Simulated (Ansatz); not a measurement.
# Ge (P6_3/mmc), ideal shear of a crystal plane

These are results of DFT r2SCAN, scalar-relativistic, plane waves, PAW (Ansatz 0.2.0), not measurements. Settings: plane waves to 500 eV, k-mesh 10×10×3 (Γ-centred), Gaussian smearing 0.03 eV. No spin polarisation. Energies are free energies at this smearing, counted from the undisturbed cell; pressure is positive in compression.

The starting cell (relaxed at this level; this form isn't the usual structure):

```yaml
crystal:
  lattice:
    - [-4.00346, 0.00000, 0.00000]
    - [-2.00173, -3.46709, 0.00000]
    - [0.00000, 0.00000, 13.15265]
  atoms:
    - { symbol: Ge, position: [0.00000, 0.00000, 0.15684] }
    - { symbol: Ge, position: [0.00000, 0.00000, 0.34316] }
    - { symbol: Ge, position: [0.00000, 0.00000, 0.65684] }
    - { symbol: Ge, position: [0.00000, 0.00000, 0.84316] }
    - { symbol: Ge, position: [0.33333, 0.33333, 0.09412] }
    - { symbol: Ge, position: [0.66667, 0.66667, 0.40588] }
    - { symbol: Ge, position: [0.66667, 0.66667, 0.59412] }
    - { symbol: Ge, position: [0.33333, 0.33333, 0.90588] }
```

The cut lies on the cell's a–b face, a (0 0 1) plane (indices in the standard cell, whose axes needn't be the Cartesian ones shown) of area 13.88 Å², between layers 2.48 Å apart. Vector c is tilted by f times 1·a + 1·b (length 6.934 Å) with the atoms' Cartesian places fixed: one unrelaxed fault a cell. The traction is dγ/du, the slope of γ against the slip u in Å. Some rows repeat others by symmetry and weren't run.

```csv
f,γ (mJ/m²),traction (GPa)
0.0000,0,0.0
0.0833,171,6.2
0.1667,714,12.0
0.2500,1434,11.2
0.3333,1788,-0.1
0.4167,1637,-3.0
0.5000,1541,0.0
0.5833,1637,3.0
0.6667,1788,0.1
0.7500,1434,-11.2
0.8333,714,-12.0
0.9167,171,-6.2
```

Q: Read off the first barrier and the stress needed to climb it, and compare with Frenkel's sinusoid.

A: The first sampled maximum lies at f = 0.333, a slip of 2.31 Å, with γ ≈ 1788 mJ/m², which stands in for the unstable fault energy γ_us, and the steepest sampled slope before it is 12.0 GPa. A sinusoid γ = γ_us sin²(πu/λ) with its maximum there has λ = 4.62 Å and a largest slope πγ_us/λ = 12.2 GPa (1 mJ/m² per Å = 0.01 GPa). The stand-in is too high: a rotation axis of order three or more passes through this point, so the curvature is the same in every direction of the plane and the point is a peak of the γ-surface, which slip goes round.

Q: Is there a metastable fault on this line?

A: The samples dip to a local minimum of 1541 mJ/m² at f = 0.500. It lies off the rotation axes, between two maxima that lie on them, so it is most likely the pass between two peaks of the γ-surface: a saddle for slip across the line, a better estimate of γ_us, and no metastable fault.

The cut is rigid; relaxing the faces lowers these energies and usually the stresses.

The gap closes along the scan, which can put kinks into the curve.

Cost: 7 runs of about 15 core-minutes in all, on Oxide Virtual Turin-like Processor (Zen 5) (shared hosts).